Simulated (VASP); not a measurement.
KCl (Sylvite):

```
K Cl
1.0
     0.00000    3.14647    3.14647
     3.14647    0.00000    3.14647
     3.14647    3.14647    0.00000
K Cl
1 1
Direct
  0.00000 0.00000 0.00000
  0.50000 0.50000 0.50000
```

Base run:

* Program: VASP 6.6.1
* Functional: MS2
* Potentials or basis: VASP PAW PBE potentials, release 64 (K_sv, Cl)
* Cutoff: 520 eV
* k mesh: 7 × 7 × 7
* Occupations: fermi-dirac, width 0.05 eV
* Spin: no spin polarisation

Its results: band gap on the k mesh 5.83 eV, direct; pressure 0.1 GPa.

Q: The run is repeated on the same cell with these changes: functional from MS2 to r2SCAN-EpsX; k mesh from 7 × 7 × 7 to 4 × 4 × 4. What comes out?

A: Band gap on the k mesh 8.83 eV, direct; pressure -0.2 GPa.

Several settings changed at once, so the effect can't be laid on one alone.

Caveats: some runs use coarse meshes; the PAW data sets were made with another functional, which shifts forces and pressure a little.

Not every run made on this cell is shown here.
